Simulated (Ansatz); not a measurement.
Start from ZnTe in the zinc blende structure (space group F-43m, No. 216; a = 6.179 Å). Axes: x, y, z lie along the cube axes.

Now apply this change: compressive biaxial strain of 0.67 % in the plane normal to [111], as in epitaxy on a mismatched substrate; the out-of-plane cell vector and the atoms relax.

Computed with Ansatz (a program for electronic structure) PBE, scalar-relativistic without spin-orbit coupling, earlier PAW set.

Question: Give the band edges at the high-symmetry points of the new zone, measured from its valence-band maximum.

Answer: 
| point | valence edge (eV) | conduction edge (eV) |
|---|---|---|
| Γ | 0.00 | 1.09 |
| T | -0.83 | 1.80 |
| H₂ | -2.49 | 4.38 |
| H₀ | -2.49 | 4.38 |
| L | -0.87 | 1.70 |
| S₀ | -1.76 | 2.64 |
| S₂ | -1.76 | 2.64 |
| F | -2.06 | 2.26 |

The gap is 1.09 eV, direct at Γ.

Spin-orbit coupling, missing from the scalar runs, can matter with Te. Stability against distortions was not tested. k-point labels follow each cell's own Brillouin zone.
